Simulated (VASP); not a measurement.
**BeTe in VASP: one cell, several levels of theory**

What does VASP give for BeTe (zincblende), under -4.0 % biaxial strain in x and y, free along z, the cell held fixed? Runs: PBE, r2SCAN. The results are then set beside those of Ansatz 0.2.0 for the same cell.

Program: VASP 6.6.1. PAW datasets, plane waves. No spin polarisation and no zero-point or thermal motion.

### 1 The cell

The cell comes from an earlier relaxation with r2SCAN in another program, then strained, with the atoms relaxed again.

The symmetry is I-4m2 (No. 119, tetragonal); conventional cell a = 3.840 Å, c = 5.822 Å, 21.47 Å³ an atom. Around Be lie 4 Te at 2.41 Å; around Te lie 4 Be at 2.41 Å.

Coordinates:

Space group I-4m2 (No. 119). a = 3.840 Å, b = 3.840 Å, c = 5.822 Å, α = 90.00°, β = 90.00°, γ = 90.00°
```csv
atom,site,symmetry,x,y,z
Be,2a,-4m2,0.0000,0.0000,0.0000
Te,2d,-4m2,0.5000,0.0000,0.2500
```

### 2 PBE

Input file INCAR:

```
ENCUT = 520.000000
SIGMA = 0.020000
EDIFF = 1.00e-07
GGA = PE
PREC = Accurate
IBRION = -1
ISIF = 2
ISMEAR = -1
NBANDS = 11
NELM = 120
NSW = 0
LASPH = .TRUE.
LCHARG = .FALSE.
LWAVE = .FALSE.
LREAL = .FALSE.
```

Input file KPOINTS:

```
KPOINTS created by Atomic Simulation Environment
0
Gamma
8 8 8
0 0 0
```

Input file KPOINTS_OPT:

```
special points
7
Reciprocal
0.0000000000 0.0000000000 0.0000000000 1
-0.5000000000 -0.5000000000 0.0000000000 1
-0.3750000000 -0.3750000000 0.2500000000 1
-0.3750000000 0.0000000000 0.3750000000 1
0.0000000000 0.0000000000 0.5000000000 1
-0.5000000000 -0.2500000000 0.2500000000 1
0.0000000000 0.5000000000 0.5000000000 1
```

Input file POSCAR:

```
Be Te
 1.0000000000000000
     0.0000000000000000    2.7154786804000000    2.9110173751000001
     2.7154786804000000    0.0000000000000000    2.9110173751000001
     2.7154786804000000    2.7154786804000000    0.0000000000000000
 Be  Te
   1   1
Cartesian
  0.0000000000000000  0.0000000000000000  0.0000000000000000
  1.3577393402000000  1.3577393402000000  1.4555086875500001
```

The run uses the recommended PBE PAW datasets (8 valence electrons a neutral cell).

Started as:

```sh
$ mpirun -np 1 vasp_std
```

Printed to the terminal (iteration lines stand in OSZICAR):

```text
POSCAR found type information on POSCAR BeTe
 POSCAR found :  2 types and       2 ions
 LDA part: xc-table for (Slater+PW92), standard interpolation
 POSCAR, INCAR and KPOINTS ok, starting setup
 FFT: planning ... GRIDC
 FFT: planning ... GRID_SOFT
 FFT: planning ... GRID
 WAVECAR not read
 entering main loop
 Start KPOINTS_OPT (optional k-point list driver)
k-point batch [1-7\7]
```

OSZICAR:

```text
N       E                     dE             d eps       ncg     rms          rms(c)
DAV:   1     0.195036272959E+02    0.19504E+02   -0.33286E+03  1298   0.591E+02
DAV:   2    -0.664065299223E+01   -0.26144E+02   -0.24656E+02  1672   0.918E+01
DAV:   3    -0.771765699828E+01   -0.10770E+01   -0.10750E+01  1740   0.201E+01
DAV:   4    -0.772805005024E+01   -0.10393E-01   -0.10392E-01  1566   0.218E+00
DAV:   5    -0.772824466514E+01   -0.19461E-03   -0.19461E-03  1672   0.290E-01    0.440E+00
DAV:   6    -0.760212720925E+01    0.12612E+00   -0.15284E-01  1510   0.160E+00    0.262E+00
DAV:   7    -0.756545926629E+01    0.36668E-01   -0.11759E-01  1572   0.151E+00    0.545E-01
DAV:   8    -0.756599242207E+01   -0.53316E-03   -0.68508E-03  1475   0.481E-01    0.863E-02
DAV:   9    -0.756623250546E+01   -0.24008E-03   -0.35592E-04  1594   0.111E-01    0.344E-02
DAV:  10    -0.756629300065E+01   -0.60495E-04   -0.78176E-05  1458   0.462E-02    0.168E-02
DAV:  11    -0.756629434519E+01   -0.13445E-05   -0.24731E-06  1654   0.902E-03    0.123E-02
DAV:  12    -0.756629645613E+01   -0.21109E-05   -0.49138E-06  1418   0.131E-02    0.915E-03
DAV:  13    -0.756629657557E+01   -0.11944E-06   -0.41805E-08  1604   0.149E-03    0.288E-03
DAV:  14    -0.756629670687E+01   -0.13130E-06   -0.61809E-09   886   0.475E-04    0.686E-04
DAV:  15    -0.756629675406E+01   -0.47192E-07   -0.20107E-09   721   0.234E-04
   1 F= -.75662968E+01 E0= -.75662968E+01  d E =-.533123E-12
       N       E                     dE             ncg
DAV:   1     0.997007698345E+03   -0.16225E+04      154
DAV:   2     0.816989444446E+03   -0.18002E+03      205
DAV:   3     0.810137018580E+03   -0.68524E+01      203
DAV:   4     0.810071674558E+03   -0.65344E-01      195
DAV:   5     0.810070234930E+03   -0.14396E-02      217
DAV:   6     0.810070199650E+03   -0.35280E-04      217
DAV:   7     0.810070198992E+03   -0.65751E-06      214
DAV:   8     0.810070198967E+03   -0.25353E-07      182
```

The lines after F= are the extra pass for the points of KPOINTS_OPT, at fixed density; their E is not a total energy.

From OUTCAR:

```text
k-points           NKPTS =     59   k-points in BZ     NKDIM =     59   number of bands    NBANDS=     11

   NELECT =       8.0000    total number of electrons

   dimension x,y,z NGX =    30 NGY =   30 NGZ =   30
   dimension x,y,z NGXF=    60 NGYF=   60 NGZF=   60

  energy-cutoff  :      520.00
  volume of cell :       42.93
      direct lattice vectors                 reciprocal lattice vectors
     0.000000000  2.715478680  2.911017375    -0.184129599  0.184129599  0.171761256
     2.715478680  0.000000000  2.911017375     0.184129599 -0.184129599  0.171761256
     2.715478680  2.715478680  0.000000000     0.184129599  0.184129599 -0.171761256

 k-points in reciprocal lattice and weights: KPOINTS created by Atomic Simulation Env
   0.00000000  0.00000000  0.00000000       0.002
   0.12500000  0.00000000  0.00000000       0.016
   0.25000000  0.00000000  0.00000000       0.016
   0.37500000  0.00000000  0.00000000       0.016
   0.50000000  0.00000000  0.00000000       0.008
   0.12500000  0.12500000  0.00000000       0.004
   0.25000000  0.12500000  0.00000000       0.016
   0.37500000  0.12500000  0.00000000       0.016
[... 51 more k-points ...]

 E-fermi :   6.1477

 k-point     1 :       0.0000    0.0000    0.0000
  band No.  band energies     occupation
      1      -7.0116      2.00000
      2       5.2529      2.00000
      3       5.6945      2.00000
      4       5.6945      2.00000
      5       9.1043      0.00000
      6       9.1043      0.00000
      7       9.2551      0.00000
      8       9.6258      0.00000
      9      13.9413      0.00000
     10      15.0600      0.00000
     11      15.8765      0.00000

 k-point     2 :       0.1250    0.0000    0.0000
  band No.  band energies     occupation
      1      -6.8547      2.00000
      2       4.1651      2.00000
      3       5.1355      2.00000
      4       5.4782      2.00000
      5       9.0792      0.00000
      6       9.4721      0.00000
      7       9.6059      0.00000
      8      10.8819      0.00000
      9      14.2197      0.00000
     10      14.4724      0.00000
     11      15.4006      0.00000

 k-point     3 :       0.2500    0.0000    0.0000
  band No.  band energies     occupation
      1      -6.4195      2.00000
      2       2.0975      2.00000
      3       4.5879      2.00000
      4       5.0823      2.00000
      5       8.8328      0.00000
      6      10.0690      0.00000
      7      10.1074      0.00000
      8      12.7838      0.00000
      9      14.2175      0.00000
     10      14.8389      0.00000
     11      14.9854      0.00000

 k-point     4 :       0.3750    0.0000    0.0000
  band No.  band energies     occupation
      1      -5.8580      2.00000
      2       0.4348      2.00000
      3       4.1796      2.00000
      4       4.7845      2.00000
      5       8.6122      0.00000
      6      10.1478      0.00000
      7      10.3580      0.00000
      8      13.4690      0.00000
      9      15.2220      0.00000
     10      15.6289      0.00000
     11      16.2159      0.00000

 k-point     5 :       0.5000    0.0000    0.0000
  band No.  band energies     occupation
      1      -5.5597      2.00000
      2      -0.2426      2.00000
      3       4.0331      2.00000
      4       4.6792      2.00000
      5       8.5280      0.00000
      6      10.1183      0.00000
      7      10.3580      0.00000
      8      13.3977      0.00000
      9      16.4409      0.00000
     10      16.9476      0.00000
     11      17.7000      0.00000

 k-point     6 :       0.1250    0.1250    0.0000
  band No.  band energies     occupation
      1      -6.8229      2.00000
      2       4.1670      2.00000
      3       5.0335      2.00000
      4       5.0335      2.00000
      5       8.9102      0.00000
      6      10.0990      0.00000
      7      10.0990      0.00000
      8      10.6203      0.00000
      9      13.0537      0.00000
     10      14.6044      0.00000
     11      16.8227      0.00000

 k-point     7 :       0.2500    0.1250    0.0000
  band No.  band energies     occupation
      1      -6.4970      2.00000
      2       2.6996      2.00000
      3       4.4094      2.00000
      4       4.5717      2.00000
      5       9.1374      0.00000
      6      10.1188      0.00000
      7      10.9222      0.00000
      8      11.3728      0.00000
      9      13.7010      0.00000
     10      15.3642      0.00000
     11      16.1873      0.00000

 k-point     8 :       0.3750    0.1250    0.0000
  band No.  band energies     occupation
      1      -5.9721      2.00000
      2       1.0372      2.00000
      3       3.7242      2.00000
      4       4.3264      2.00000
      5       9.3856      0.00000
      6       9.9275      0.00000
      7      11.2467      0.00000
      8      12.4016      0.00000
      9      15.3455      0.00000
     10      15.6336      0.00000
     11      16.4724      0.00000

 k-point     9 :       0.5000    0.1250    0.0000
  band No.  band energies     occupation
      1      -5.5281      2.00000
      2       0.0017      2.00000
      3       3.2581      2.00000
      4       4.3599      2.00000
      5       9.4537      0.00000
      6       9.8452      0.00000
      7      11.0272      0.00000
      8      13.6916      0.00000
      9      15.5806      0.00000
     10      16.8981      0.00000
     11      17.0703      0.00000

 k-point    10 :      -0.3750    0.1250    0.0000
  band No.  band energies     occupation
      1      -5.5910      2.00000
      2       0.1585      2.00000
      3       3.1203      2.00000
      4       4.6501      2.00000
      5       9.4925      0.00000
      6      10.1021      0.00000
      7      10.6867      0.00000
      8      13.4901      0.00000
      9      15.2447      0.00000
     10      15.4241      0.00000
     11      17.6982      0.00000

 k-point    11 :      -0.2500    0.1250    0.0000
  band No.  band energies     occupation
      1      -6.0874      2.00000
      2       1.4253      2.00000
      3       3.3502      2.00000
      4       5.1034      2.00000
      5       9.5525      0.00000
      6      10.2107      0.00000
      7      10.4264      0.00000
      8      12.3457      0.00000
      9      14.0939      0.00000
     10      15.2258      0.00000
     11      17.1539      0.00000

 k-point    12 :      -0.1250    0.1250    0.0000
  band No.  band energies     occupation
      1      -6.5854      2.00000
      2       3.1150      2.00000
      3       4.0273      2.00000
      4       5.5005      2.00000
      5       9.4334      0.00000
      6       9.5865      0.00000
      7      10.0613      0.00000
      8      11.7143      0.00000
      9      14.2429      0.00000
     10      14.8266      0.00000
     11      15.7264      0.00000

 k-point    13 :       0.2500    0.2500    0.0000
  band No.  band energies     occupation
      1      -6.2972      2.00000
      2       2.2987      2.00000
      3       4.0335      2.00000
      4       4.0335      2.00000
      5       8.3661      0.00000
      6      10.0246      0.00000
      7      12.0532      0.00000
      8      12.0532      0.00000
      9      14.0407      0.00000
     10      16.0980      0.00000
     11      17.4883      0.00000

 k-point    14 :       0.3750    0.2500    0.0000
  band No.  band energies     occupation
      1      -5.8786      2.00000
      2       1.2811      2.00000
      3       3.2198      2.00000
      4       3.7326      2.00000
      5       8.5761      0.00000
      6      10.0409      0.00000
      7      12.2582      0.00000
      8      12.7669      0.00000
      9      15.7843      0.00000
     10      16.7680      0.00000
     11      17.6480      0.00000

 k-point    15 :       0.5000    0.2500    0.0000
  band No.  band energies     occupation
      1      -5.4315      2.00000
      2       0.4771      2.00000
      3       2.2448      2.00000
      4       3.7515      2.00000
      5       8.8199      0.00000
      6      11.6219      0.00000
      7      12.0308      0.00000
      8      12.6294      0.00000
      9      15.7874      0.00000
     10      17.4670      0.00000
     11      17.8826      0.00000

 k-point    16 :      -0.3750    0.2500    0.0000
  band No.  band energies     occupation
      1      -5.3018      2.00000
      2       0.3521      2.00000
      3       1.7309      2.00000
      4       4.0810      2.00000
      5       9.1907      0.00000
      6      11.7661      0.00000
      7      12.0370      0.00000
      8      13.6390      0.00000
      9      14.3389      0.00000
     10      15.3882      0.00000
     11      17.7606      0.00000

[... the tables of k-points 17 to 59 left out ...]

  Total        1.4343815      1.4343815      0.1194010      0.0000000      0.0000000      0.0000000
  in kB       53.5312839     53.5312839      4.4560600      0.0000000      0.0000000      0.0000000
  external PRESSURE =      37.1728759 kB  Pullay stress =       0.0000000 kB

 POSITION                                       TOTAL-FORCE (eV/Angst)
 -----------------------------------------------------------------------------------
      0.00000      0.00000      0.00000         0.000000      0.000000      0.000000
      1.35774      1.35774      1.45551        -0.000000     -0.000000     -0.000000
 -----------------------------------------------------------------------------------
    total drift:                                0.000000      0.000000      0.000000

  FREE ENERGIE OF THE ION-ELECTRON SYSTEM (eV)
  ---------------------------------------------------
  free  energy   TOTEN  =        -7.5662967541 eV

  energy  without entropy=       -7.5662967541  energy(sigma->0) =       -7.56629675
```

Hardware: 1 MPI rank of Intel Xeon Platinum 8488C, shared host.

The levels at the points of KPOINTS_OPT are read from vasprun.xml.

Levels at the named points, in eV from the top of band v (v: the last filled band by count, c: the next):

```csv
point,v−1,v,c,c+1
Γ,0.00,0.00,3.41,3.41
X,-2.59,-2.59,2.09,2.86
U,-4.21,-2.15,2.90,5.73
K,-4.24,-2.67,2.32,4.88
L,-1.66,-1.02,2.83,4.42
W,-3.98,-3.55,5.22,5.53
```

Gap with PBE: 1.57 eV, valence top at Γ, conduction bottom at (0.00, 0.50, 0.50). Least direct gap: 3.41 eV. Pressure: 3.72 GPa; the forces vanish within 0.01 eV/Å.

(Part 1 of 2 ends here.)
